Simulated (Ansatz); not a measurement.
# BN (P6_3/mmc): converging the G0W0 gap

How do accuracy and time trade against each other in G0W0 on BN (P6_3/mmc)?

Calculated with Ansatz 0.2.0; G0W0 on PBE, plane waves, PAW.

Most raw output is cut from this account.

## 1. The structure

Symmetry: P6_3/mmc, No. 194, hexagonal system. The conventional cell has a = 2.504 Å, b = 2.504 Å, c = 6.661 Å, α = 90.00°, β = 90.00°, γ = 120.00°. B has 3 N at 1.45 Å nearest. Nearest to N lie 3 B at 1.45 Å. Farther neighbours and most contacts between anions are not listed.

Coordinates:

```
B N
1.0
     2.50399    0.00000    0.00000
    -1.25199    2.16852    0.00000
     0.00000    0.00000    6.66120
B N
2 2
Direct
  0.33333 0.66667 0.25000
  0.66667 0.33333 0.75000
  0.33333 0.66667 0.75000
  0.66667 0.33333 0.25000
```

The cell and positions come from the Crystallography Open Database and are kept as given unless a step says otherwise. The default PAW set here is soft_2. Its files were made with PBE.

## 2. 38 empty bands, screening to 60 eV

G0W0 replaces the xc potential by the self-energy, built once from these orbitals. Only a window of levels is corrected, while the sums run over the empty bands that the input names.

Contents of input.yaml:

```yaml
crystal:
  lattice:
    - [2.50399, 0.0, 0.0]
    - [-1.251995, 2.1685189508, 0.0]
    - [0.0, 0.0, 6.6612]
  atoms:
    - { symbol: B, position: [0.3333333333, 0.6666666667, 0.25] }
    - { symbol: B, position: [0.6666666667, 0.3333333333, 0.75] }
    - { symbol: "N", position: [0.3333333333, 0.6666666667, 0.75] }
    - { symbol: "N", position: [0.6666666667, 0.3333333333, 0.25] }
kpoints:
  mp_grid: { grid: [9, 9, 2] }
hamiltonian:
  xc: pbe
scf:
  occupations: { method: fixed }
gw:
  n_empty_bands: 38
  ecut_chi: 60
  qp_bands: [v2, c2]
  qp_kpoints: band_edges
  screening: { model: contour_deformation }
```

The run is started by

```sh
$ ansatz run input.yaml --threads 2 --pin off --max-ram 92160MiB --backend cuda --events-out ev --progress --plain --runs-dir out --devices 1 --max-vram 13GiB  # rebuilt from the run's record
```

It took 13 s on 1 × NVIDIA H100 80GB HBM3 (shared by 6 runs) with 2 threads of AMD EPYC 7R13 (Zen 3), shared host; peak memory 1 GiB.

Numbers from this step:

* bands summed: 46
* RPA ε∞ on this mesh (eigenvalues): 2.527, 4.586, 4.586
* plane waves in the screening matrix: 39
* q-points in the mesh: 162
* G0W0 gap on the mesh: 5.816 eV
* k of the valence top: 0.3333, 0.3333, -0.5
* k of the conduction bottom: 0.1111, 0.4444, 0
* starting gap on the mesh: 4.404 eV
* Z at the valence top: 0.7936
* Z at the conduction bottom: 0.8224
* least direct G0W0 gap on the computed points: 6.169 eV

The gap on the mesh goes from 4.40 eV to 5.82 eV, a correction of +1.41 eV. Between the two edge states, bare exchange in place of the xc potential would open the gap by 8.50 eV, and correlation takes back 7.08 eV.

## 3. 107 empty bands, screening to 120 eV

Another rung: the empty bands reach about as high as the screening cutoff, so the two stay in balance.

Changes to input.yaml since step 2:

```diff
@@ -17,4 +17,4 @@
 gw:
-  n_empty_bands: 38
-  ecut_chi: 60
+  n_empty_bands: 107
+  ecut_chi: 120
   qp_bands: [v2, c2]
```

Elapsed: 12 s, on 1 × NVIDIA H100 80GB HBM3 (shared by 6 runs) with 2 threads; peak memory 1.1 GiB.

Numbers from this step:

```
bands summed                                 : 115
RPA ε∞ on this mesh (eigenvalues)            : 2.521, 4.553, 4.553
plane waves in the screening matrix          : 107
q-points in the mesh                         : 162
G0W0 gap on the mesh                         : 5.909 eV
k of the valence top                         : 0.3333, 0.3333, -0.5
k of the conduction bottom                   : 0.1111, 0.4444, 0
starting gap on the mesh                     : 4.404 eV
Z at the valence top                         : 0.7845
Z at the conduction bottom                   : 0.8180
least direct G0W0 gap on the computed points : 6.250 eV
```

Against the run with 9×9×2 mesh, 38 empty bands, screening to 60 eV, the gap moves by +0.09 eV.

## 4. 232 empty bands, screening to 200 eV

Changes to input.yaml since step 3:

```diff
@@ -17,4 +17,4 @@
 gw:
-  n_empty_bands: 107
-  ecut_chi: 120
+  n_empty_bands: 232
+  ecut_chi: 200.0
   qp_bands: [v2, c2]
```

The job ended after 13 s (1 × NVIDIA H100 80GB HBM3 (shared by 6 runs) with 2 threads; peak memory 1.3 GiB; 13 s of CPU time).

Numbers from this step:

```
bands summed                                 : 240
RPA ε∞ on this mesh (eigenvalues)            : 2.518, 4.526, 4.526
plane waves in the screening matrix          : 225
G0W0 gap on the mesh                         : 6.057 eV
k of the valence top                         : 0.3333, 0.3333, -0.5
k of the conduction bottom                   : 0.1111, 0.4444, 0
starting gap on the mesh                     : 4.404 eV
least direct G0W0 gap on the computed points : 6.391 eV
```

Against the run with 9×9×2 mesh, 107 empty bands, screening to 120 eV, the gap moves by +0.15 eV.

## 5. Changing the k mesh: 6×6×2 mesh, 107 empty bands, screening to 120 eV

Only the mesh changes. It samples the long-range screening, which converges on its own terms. Bands and cutoff differ from the step before, so it is read against an earlier run that matches them.

Changes to input.yaml since step 4:

```diff
@@ -11,3 +11,3 @@
 kpoints:
-  mp_grid: { grid: [9, 9, 2] }
+  mp_grid: { grid: [6, 6, 2] }
 hamiltonian:
@@ -17,4 +17,4 @@
 gw:
-  n_empty_bands: 232
-  ecut_chi: 200.0
+  n_empty_bands: 107
+  ecut_chi: 120
   qp_bands: [v2, c2]
```

Elapsed: 6.2 s, on 1 × NVIDIA H100 80GB HBM3 (shared by 6 runs) with 2 threads; peak memory 1 GiB; 6.5 s of CPU time.

This step gave:

```yaml
bands_summed: 115
rpa_eps_infinity_on_this_mesh_eigenvalues: 2.522, 4.539, 4.539
plane_waves_in_the_screening_matrix: 107
g0w0_gap_on_the_mesh: 5.779 eV
k_of_the_valence_top: 0.3333, 0.3333, -0.5
k_of_the_conduction_bottom: 0, -0.5, 0
starting_gap_on_the_mesh: 4.289 eV
least_direct_g0w0_gap_on_the_computed_points: 6.263 eV
```

Against the run with 9×9×2 mesh, 107 empty bands, screening to 120 eV, the gap moves by −0.13 eV, while the start moved by −0.12 eV. A band edge is found at another k point on this mesh.

## 6. Changing the frequency model: 9×9×2 mesh, 107 empty bands, screening to 120 eV, plasmon pole

A plasmon pole stands in for the full frequency dependence of the screening; this run shows what that costs in accuracy.

Changes to input.yaml since step 5:

```diff
@@ -11,3 +11,3 @@
 kpoints:
-  mp_grid: { grid: [6, 6, 2] }
+  mp_grid: { grid: [9, 9, 2] }
 hamiltonian:
@@ -21,2 +21,2 @@
   qp_kpoints: band_edges
-  screening: { model: contour_deformation }
+  screening: { model: godby_needs }
```

The job ended after 9.8 s (1 × NVIDIA H100 80GB HBM3 (shared by 6 runs) with 2 threads; peak memory 1.2 GiB; 14 s of CPU time).

Numbers from this step:

```yaml
bands_summed: 115
plasmon_pole_fit_frequency: 24.70 eV
rpa_eps_infinity_on_this_mesh_eigenvalues: 2.521, 4.553, 4.553
plane_waves_in_the_screening_matrix: 107
g0w0_gap_on_the_mesh: 5.898 eV
k_of_the_valence_top: 0.3333, 0.3333, -0.5
k_of_the_conduction_bottom: 0.1111, 0.4444, 0
starting_gap_on_the_mesh: 4.404 eV
least_direct_g0w0_gap_on_the_computed_points: 6.245 eV
```

Against the run with 9×9×2 mesh, 107 empty bands, screening to 120 eV, the gap moves by −0.011 eV.

## 7. Changing the files: 9×9×2 mesh, 107 empty bands, screening to 120 eV, hard PAW files

Other atomic data (hard PAW) test the pseudisation: the cutoff goes from 420 to 870 eV, with the same valence electrons.

Changes to input.yaml since step 6:

```diff
@@ -14,2 +14,3 @@
   xc: pbe
+  pseudopotentials: { kind: paw, source: ansatz }
 scf:
@@ -21,2 +22,2 @@
   qp_kpoints: band_edges
-  screening: { model: godby_needs }
+  screening: { model: contour_deformation }
```

The job ended after 9.9 s (1 × NVIDIA H100 80GB HBM3 (shared by 6 runs) with 2 threads; peak memory 1.2 GiB).

This step gave:

```
bands summed                                 : 115
RPA ε∞ on this mesh (eigenvalues)            : 2.521, 4.554, 4.554
plane waves in the screening matrix          : 107
G0W0 gap on the mesh                         : 5.906 eV
k of the valence top                         : 0.3333, 0.3333, -0.5
k of the conduction bottom                   : 0.1111, 0.4444, 0
starting gap on the mesh                     : 4.403 eV
least direct G0W0 gap on the computed points : 6.247 eV
```

Against the run with 9×9×2 mesh, 107 empty bands, screening to 120 eV, the gap moves by −0.003 eV.

## 8. The runs together

Times are wall times on 1 × NVIDIA H100 80GB HBM3 (shared by 6 runs) with 2 threads of AMD EPYC 7R13 (Zen 3), shared host, good to a factor of about two.

| mesh | files | frequency | bands summed | cutoff (eV) | start (eV) | G0W0 (eV) | time | host memory (GiB) |
| --- | --- | --- | --- | --- | --- | --- | --- | --- |
| 9×9×2 | default PAW | contour deformation | 46 | 60 | 4.404 | 5.816 | 13 s | 1.00 |
| 9×9×2 | default PAW | contour deformation | 115 | 120 | 4.404 | 5.909 | 12 s | 1.1 |
| 9×9×2 | default PAW | contour deformation | 240 | 200 | 4.404 | 6.057 | 13 s | 1.3 |
| 6×6×2 | default PAW | contour deformation | 115 | 120 | 4.289 | 5.779 | 6.2 s | 1.0 |
| 9×9×2 | default PAW | plasmon pole | 115 | 120 | 4.404 | 5.898 | 9.8 s | 1.2 |
| 9×9×2 | hard PAW | contour deformation | 115 | 120 | 4.403 | 5.906 | 9.9 s | 1.2 |

The parts of the quasiparticle energy at the two band edges (eV; QP = start + Σx + Σc − Vxc):

| run | edge | start | Σx | Σc | Vxc | Z | QP |
| --- | --- | --- | --- | --- | --- | --- | --- |
| 46 bands | valence top | 4.71 | -20.61 | 3.06 | -17.20 | 0.79 | 4.36 |
| 46 bands | conduction bottom | 9.12 | -5.85 | -4.03 | -10.94 | 0.82 | 10.17 |
| 115 bands | valence top | 4.71 | -20.61 | 2.63 | -17.20 | 0.78 | 3.93 |
| 115 bands | conduction bottom | 9.12 | -5.85 | -4.36 | -10.94 | 0.82 | 9.84 |
| 240 bands | valence top | 4.71 | -20.61 | 2.39 | -17.20 | 0.78 | 3.69 |
| 240 bands | conduction bottom | 9.12 | -5.85 | -4.46 | -10.94 | 0.82 | 9.74 |

## 9. Outcome

| Quantity | Value |
| --- | --- |
| 46 bands, 60 eV | 5.816 eV |
| 115 bands, 120 eV | 5.909 eV |
| 240 bands, 200 eV | 6.057 eV |
| estimated limit in bands and cutoff | 6.19 eV |
| mesh and start | 9×9×2, PBE |

What this shows: A line in one over the bands through the two highest rungs gives 6.19 eV, +0.14 eV from the top rung; the pair below gives 5.97 eV, so the estimate is still climbing. The rungs stand 0.38 eV (46 bands), 0.28 eV (115 bands) and 0.14 eV (240 bands) from it. From 46 to 240 bands the gap moves by +0.24 eV. Σc changes by −0.67 eV at the valence top and −0.43 eV at the conduction bottom, so the levels themselves move more than the gap between them. On the 6×6×2 mesh in place of 9×9×2 the gap differs by −0.13 eV, of which −0.12 eV is already in the start. The plasmon-pole model gives −0.01 eV against contour deformation, 1 % of the correction. Hard PAW files move the gap by −0.003 eV at equal bands and cutoff, −0.001 eV of it in the start. The 9×9×2 mesh misses a band edge: over a band path and its finer mesh (run apart) the PBE gap is 4.25 eV, so the G0W0 gap over the zone may lie about 0.16 eV below its value on the mesh. The 9×9×2 mesh is coarse for this cell (its supercell is 13 Å along the shortest edge). The RPA ε∞ on it, from the PBE start, is 2.52 and 4.53; such meshes misread the long-range screening, most where the gap is narrow.

[Paths, hosts, dates, memory and timing lines, banners, echoed tables and standing remarks are left out of the program output.]

[Logs are printed without paths, hosts, clocks, repeated set-up lines and the standing remarks that a program may print on its own settings, such as how far it seeks lower states.]

[Runs of the session that timed out or met a known fault of the program may be left out.]

[Cells called generated may have been cut or substituted from an entry of the Crystallography Open Database or the Materials Project.]

[Hosts, paths, dates, database ids (printed as entryN), source tags and the programs' standing remarks are cut or masked in the printed files.]
